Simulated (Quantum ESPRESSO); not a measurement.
## C in Quantum ESPRESSO: the effect of exact exchange

The system is C.

```
C
1.0
     0.00000    1.78337    1.78337
     1.78337    0.00000    1.78337
     1.78337    1.78337    0.00000
C
2
Direct
  0.75000 0.75000 0.75000
  0.50000 0.50000 0.50000
```

This isn't the form of C at room conditions, which is graphite.

Alike in all runs:

| Property | Result |
| --- | --- |
| Program | Quantum ESPRESSO 7.5 |
| Task | single point |
| Functional | r2SCAN-X |
| Potentials or basis | SG15 PBE 1.2 |
| Cutoff | 1197 eV |
| Density cutoff | 4789 eV |
| k mesh | 6 × 6 × 6 |
| Occupations | fixed |
| Spin | no spin polarisation |

Q: One run gave: gap on the mesh 6.10 eV. Which exact exchange did it use?
A. 0.25
B. 0.1
C. 0.15
D. 0.05

A: A.

| exact exchange | gap on the mesh (eV) |
| --- | --- |
| 0.05 | 4.64 |
| 0.1 | 5.00 |
| 0.15 | 5.36 |
| 0.25 | 6.10 |

Caveats: all runs use coarse meshes.

A k mesh can miss the band edges.
